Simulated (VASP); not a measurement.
# W in VASP: relaxation of the atoms with PBE

Aim: the relaxation of the atoms of W with PBE.

Everything below comes from runs of VASP 6.6.1. Logs are shortened: lines on timing, memory, paths and dates and some standing lists are left out, and cuts for length are marked.

## Step 1: Starting point

The cell holds a slab with vacuum, 3 atoms: a = 2.866 Å, b = 2.866 Å, c = 24.187 Å, α = 90.00°, β = 90.00°, γ = 109.47°.

The cell was built by a generator and needn't be a form met in nature.

## Step 2: Relaxation of the atoms, PBE

Input file INCAR:

```
PREC     = Accurate       # precision mode
ENCUT    = 520            # plane-wave cutoff, eV
EDIFF    = 1E-6           # SCF threshold, eV
ISMEAR   = 1              # smearing method
SIGMA    = 0.1            # smearing width, eV
LREAL    = False          # projectors in reciprocal space
LASPH    = True           # aspherical terms in the spheres
NELM     = 120            # most SCF steps
ALGO     = Normal         # electronic algorithm
ISIF     = 2              # what is computed and relaxed
LWAVE    = False          # write WAVECAR
LCHARG   = False          # write CHGCAR
LDIPOL   = True         
IDIPOL   = 3            
DIPOL    = 0.5 0.5 0.500
GGA      = PE             # functional
IBRION   = 2              # ionic algorithm
NSW      = 90             # ionic steps
EDIFFG   = -0.02          # ionic threshold
```

Input file KPOINTS:

```
regular mesh
0
Gamma
  12 12 1
```

Input file POSCAR:

```
W
1.0
    2.8655568500      0.0000000000      0.0000000000
   -0.9551856200      2.7016728600      0.0000000000
    0.0000000000      0.0000000000     24.1867782300
W
3
Direct
    0.0000000000      0.0000000000      0.4109571000
    0.5000000000      0.5000000000      0.5000000000
    0.0000000000      0.0000000000      0.5890429000
```

Potentials or basis: VASP PAW PBE potentials, release 64 (W_sv).

Command:

```bash
$ cat potpaw_PBE.64/W_sv/POTCAR > POTCAR
$ mpirun -np 1 vasp_std > vasp.out
```

OUTCAR:

```text
PREC = Accurate
   ENCUT = 520
   EDIFF = 1E-6
   ISMEAR = 1
   LREAL = False
   LASPH = True
   NELM = 120
   ISIF = 2
   GGA = PE
   IBRION = 2
   NSW = 90
   EDIFFG = -0.02

 ion  position               nearest neighbor table
   1  0.000  0.000  0.411-   2 2.72   2 2.72   2 3.18   2 3.18
   2  0.500  0.500  0.500-   1 2.72   3 2.72   1 2.72   3 2.72   1 3.18   3 3.18   1 3.18   3 3.18

   3  0.000  0.000  0.589-   2 2.72   2 2.72   2 3.18   2 3.18

  LATTYP: Found a base centered orthorhombic cell.
 ALAT       =     3.3088599969
 B/A-ratio  =     1.4142135723
 C/A-ratio  =     7.3097013028

  Lattice vectors:

 A1 = (   2.8655568500,   0.0000000000,   0.0000000000)
 A2 = (  -0.9551856200,   2.7016728600,   0.0000000000)
 A3 = (   0.0000000000,   0.0000000000,  24.1867782300)

Analysis of symmetry for initial positions (statically):
=====================================================================
 Subroutine PRICEL returns:
 Original cell was already a primitive cell.

 Routine SETGRP: Setting up the symmetry group for a
 base centered orthorhombic supercell.

 Subroutine GETGRP returns: Found  8 space group operations
 (whereof  8 operations were pure point group operations)
 out of a pool of  8 trial point group operations.

The static configuration has the point symmetry D_2h.

Analysis of symmetry for dynamics (positions and initial velocities):
=====================================================================
 Subroutine PRICEL returns:
 Original cell was already a primitive cell.

 Routine SETGRP: Setting up the symmetry group for a
 base centered orthorhombic supercell.

 Subroutine GETGRP returns: Found  8 space group operations
 (whereof  8 operations were pure point group operations)
 out of a pool of  8 trial point group operations.

The dynamic configuration has the point symmetry D_2h.

 Subroutine INISYM returns: Found  8 space group operations
 (whereof  8 operations are pure point group operations),
 and found     1 'primitive' translations

----------------------------------------------------------------------------------------

                                     Primitive cell

  volume of cell :     187.2491

  direct lattice vectors                    reciprocal lattice vectors
     2.865556850  0.000000000  0.000000000     0.348972312  0.123380347  0.000000000
    -0.955185620  2.701672860  0.000000000     0.000000000  0.370141039  0.000000000
     0.000000000  0.000000000 24.186778230     0.000000000  0.000000000  0.041344903

  length of vectors
     2.865556850  2.865556806 24.186778230     0.370141034  0.370141039  0.041344903

  position of ions in fractional coordinates (direct lattice)
     0.000000000  0.000000000  0.410957100
     0.500000000  0.500000000  0.500000000
     0.000000000  0.000000000  0.589042900

  ion indices of the primitive-cell ions
   primitive index   ion index
                 1           1
                 2           2
                 3           3

----------------------------------------------------------------------------------------

 KPOINTS: regular mesh

Automatic generation of k-mesh.
 Grid dimensions read from file:
 generate k-points for:   12   12    1

 Generating k-lattice:

  Cartesian coordinates                     Fractional coordinates (reciprocal lattice)
     0.029081026  0.010281696  0.000000000     0.083333333  0.000000000  0.000000000
     0.000000000  0.030845087  0.000000000     0.000000000  0.083333333  0.000000000
     0.000000000  0.000000000  0.041344903     0.000000000  0.000000000  1.000000000

  Length of vectors
     0.030845086  0.030845087  0.041344903

  Shift w.r.t. Gamma in fractional coordinates (k-lattice)
     0.000000000  0.000000000  0.000000000

 Subroutine IBZKPT returns following result:
 ===========================================

 Found     43 irreducible k-points:

 Following reciprocal coordinates:
            Coordinates               Weight
  0.000000  0.000000  0.000000      1.000000
  0.083333  0.000000  0.000000      4.000000
  0.166667 -0.000000  0.000000      4.000000
  0.250000  0.000000  0.000000      4.000000
  0.333333  0.000000  0.000000      4.000000
  0.416667  0.000000  0.000000      4.000000
[... 16 lines left out ...]
  0.500000  0.166667  0.000000      4.000000
 -0.416667  0.166667  0.000000      4.000000
 [... further k-points ...]
   k-points           NKPTS =     43   k-points in BZ     NKDIM =     43   number of bands    NBANDS=     25
   number of dos      NEDOS =    301   number of ions     NIONS =      3
   total plane-waves  NPLWV = 103680
   dimension x,y,z NGX =    24 NGY =   24 NGZ =  180
   dimension x,y,z NGXF=    48 NGYF=   48 NGZF=  360
   ions per type =               3
   NGX,Y,Z   is equivalent  to a cutoff of  13.92, 13.92, 12.37 a.u.
   NGXF,Y,Z  is equivalent  to a cutoff of  27.85, 27.85, 24.74 a.u.
 SYSTEM =  unknown system
   PREC   = accura    normal or accurate (medium, high low for compatibility)
   ISTART =      0    job   : 0-new  1-cont  2-samecut
   ICHARG =      2    charge: 1-file 2-atom 10-const
   ISPIN  =      1    spin polarized calculation?
   LNONCOLLINEAR =      F non collinear calculations
   LSORBIT =      F    spin-orbit coupling
   LASPH  =      T    aspherical Exc in radial PAW
   ENCUT  =  520.0 eV  38.22 Ry    6.18 a.u.   5.33  5.33 44.97*2*pi/ulx,y,z
   NELM   =    120;   NELMIN=  2; NELMDL= -5     # of ELM steps
   EDIFF  = 0.1E-05   stopping-criterion for ELM
   LREAL  =      F    real-space projection
   EDIFFG = -.2E-01   stopping-criterion for IOM
   NSW    =     90    number of steps for IOM
   IBRION =      2    ionic relax: 0-MD 1-quasi-New 2-CG
   NFREE  =      1    steps in history (QN), initial steepest desc. (CG)
   ISIF   =      2    stress and relaxation
   ISYM   =      2    0-nonsym 1-usesym 2-fastsym
   POTIM  = 0.5000    time-step for ionic-motion
   TEBEG  =    0.0;   TEEND  =   0.0 temperature during run
   PSTRESS=    0.0 pullay stress
   NELECT =      42.0000    total number of electrons
   NUPDOWN=      -1.0000    fix difference up-down
   EMIN   =  10.00;   EMAX   =-10.00  energy-range for DOS
   EFERMI =   0.00;   METHOD = LEGACY
   ISMEAR =     1;   SIGMA  =   0.10  broadening in eV -4-tet -1-fermi 0-gaus
   EFERMI_NEDOS =   21; number of points for ismear=-14 and -15
   IALGO  =     38    algorithm
   IMIX   =      4    mixing-type and parameters
     AMIX     =   0.40;   BMIX     =  1.00
     AMIX_MAG =   1.60;   BMIX_MAG =  1.00
  volume/ion in A,a.u.               =      62.42       421.21
  Fermi-wavevector in a.u.,A,eV,Ry     =   0.994683  1.879678 13.461524  0.989394
  Thomas-Fermi vector in A             =   2.126651
   LORBIT       =      0    0 simple, 1 ext, 2 COOP (PROOUT), +10 PAW based schemes
   GGA     = PE    functional components
   LHFCALC =     F    Hartree Fock is set to
   AEXX    =    0.0000 exact exchange contribution
   IVDW    =     0    specifies the selected vdW correction
   LEPSILON=     F    determine dielectric tensor
   LRPA    =     F    only Hartree local field effects (RPA)
 conjugate gradient relaxation of ions
 non-spin polarized calculation
 Methfessel and Paxton  Order N= 1 SIGMA  =   0.10
  energy-cutoff  :      520.00
  volume of cell :      187.25
 maximum number of plane-waves:      5078
 NGX is ok and might be reduce to    24
   NGX = 11   NGY = 11   NGZ = 89

--------------------------------------- Ionic step        1  -------------------------------------------

 number of electron      42.0000000 magnetization

 Free energy of the ion-electron system (eV)
  ---------------------------------------------------
  ext. energy  EPLUGINS =         0.00000000
  ---------------------------------------------------
  free energy    TOTEN  =       -35.36538911 eV

  energy without entropy =      -35.36775227  energy(sigma->0) =      -35.36617683

------------------------ aborting loop because EDIFF is reached ----------------------------------------

  FORCE on cell =-STRESS in cart. coord.  units (eV):
  Direction    XX          YY          ZZ          XY          YZ          ZX
  --------------------------------------------------------------------------------------
  -------------------------------------------------------------------------------------
  Total       -9.5422052    -10.0751365     -2.3562645     -0.7536791      0.0000000      0.0000000
  in kB      -81.6468670    -86.2068371    -20.1611269     -6.4487755      0.0000000      0.0000000
  external PRESSURE =     -62.6716103 kB  Pullay stress =       0.0000000 kB
[... 22 lines left out ...]
  energy  without entropy=      -35.3677522737  energy(sigma->0) =      -35.36617683

--------------------------------------- Ionic step        2  -------------------------------------------

 number of electron      42.0000003 magnetization

 dipolmoment           0.000000      0.000000      0.000000 electrons x Angstroem

------------------------ aborting loop because EDIFF is reached ----------------------------------------

  FORCE on cell =-STRESS in cart. coord.  units (eV):
  Direction    XX          YY          ZZ          XY          YZ          ZX
  --------------------------------------------------------------------------------------
  -------------------------------------------------------------------------------------
  Total       -8.9810533     -9.4797464     -1.2640025     -0.7052590      0.0000000      0.0000000
  in kB      -76.8454299    -81.1124444    -10.8153031     -6.0344735      0.0000000      0.0000000
  external PRESSURE =     -56.2577258 kB  Pullay stress =       0.0000000 kB
[... 22 lines left out ...]
  energy  without entropy=      -35.3893626150  energy(sigma->0) =      -35.38786175

--------------------------------------- Ionic step        3  -------------------------------------------

 number of electron      42.0000001 magnetization

 dipolmoment           0.000000      0.000000     -0.000000 electrons x Angstroem

 Free energy of the ion-electron system (eV)
  ---------------------------------------------------
  ext. energy  EPLUGINS =         0.00000000
  ---------------------------------------------------
  free energy    TOTEN  =       -35.39545913 eV

  energy without entropy =      -35.39786721  energy(sigma->0) =      -35.39626182

 E-fermi :  -0.5782     XC(G=0):  -4.4245

 val. band max:       -0.5922684135   @ k =  -0.2500   0.2500   0.0000
 cond. band min:      -0.4903146891   @ k =   0.2500   0.1667   0.0000
 fundamental gap:      0.1019537244
 Fermi energy:        -0.5782435323

 k-point     1 :       0.0000    0.0000    0.0000
  band No.  band energies     occupation
      1     -74.7177      2.00000
      2     -74.5910      2.00000
      3     -74.5604      2.00000
      4     -39.3939      2.00000
      5     -38.9280      2.00000
      6     -38.8127      2.00000
[... 661 lines left out ...]
     24       1.2475     -0.00000
     25       1.5010      0.00000

 [... further k-points ...]

------------------------ aborting loop because EDIFF is reached ----------------------------------------

 vacuum level on the upper side and lower side of the slab       (xc-potential included)        -0.009        -0.009

  FORCE on cell =-STRESS in cart. coord.  units (eV):
  Direction    XX          YY          ZZ          XY          YZ          ZX
  --------------------------------------------------------------------------------------
  -------------------------------------------------------------------------------------
  Total       -8.3525336     -8.8157943     -0.0630815     -0.6551499      0.0000000      0.0000000
  in kB      -71.4675682    -75.4314089     -0.5397500     -5.6057208      0.0000000      0.0000000
  external PRESSURE =     -49.1462424 kB  Pullay stress =       0.0000000 kB

 VOLUME and BASIS-vectors are now :
 -----------------------------------------------------------------------------
  energy-cutoff  :      520.00
  volume of cell :      187.25
      direct lattice vectors                 reciprocal lattice vectors
     2.865556850  0.000000000  0.000000000     0.348972312  0.123380347  0.000000000
    -0.955185620  2.701672860  0.000000000     0.000000000  0.370141039  0.000000000
     0.000000000  0.000000000 24.186778230     0.000000000  0.000000000  0.041344903
[... 9 lines left out ...]
  FREE ENERGIE OF THE ION-ELECTRON SYSTEM (eV)
  ---------------------------------------------------
  free  energy   TOTEN  =       -35.3954591252 eV

  energy  without entropy=      -35.3978672057  energy(sigma->0) =      -35.39626182

 reached required accuracy - stopping structural energy minimisation

 vacuum level on the upper side and lower side of the slab         4.171         4.171
```

Wall time 8.9 min (1 thread of AMD EPYC 7R13 (Zen 3), shared host); peak memory 0.38 GiB.

What came out:

| Property | Result |
| --- | --- |
| Free energy | -35.3955 eV |
| Energy gained by relaxing | 10.0 meV/atom |
| Ionic steps | 3 |
| Largest force after relaxing | 0.008 eV/Å |
| Band gap on the k mesh | none (metal or under the smearing width) |

Forces on the atoms (eV/Å):
```
W    0.000  0.000  0.008
W    0.000  0.000  0.000
W    0.000  0.000 -0.008
```

Step by step:
```tsv
step	energy change (eV)	largest force (eV/Å)	pressure (GPa)
1	0.0000	0.5396	-6.27
2	-0.0217	0.2905	-5.63
3	-0.0301	0.0084	-4.91
```

Final structure:
```
CELL_PARAMETERS angstrom
2.86556 0.00000 0.00000
-0.95519 2.70167 0.00000
0.00000 0.00000 24.18678
ATOMIC_POSITIONS crystal
W 0.00000 0.00000 0.41317
W 0.50000 0.50000 0.50000
W 0.00000 0.00000 0.58683
```

The run has no spin-orbit coupling, so splittings on W are missing.
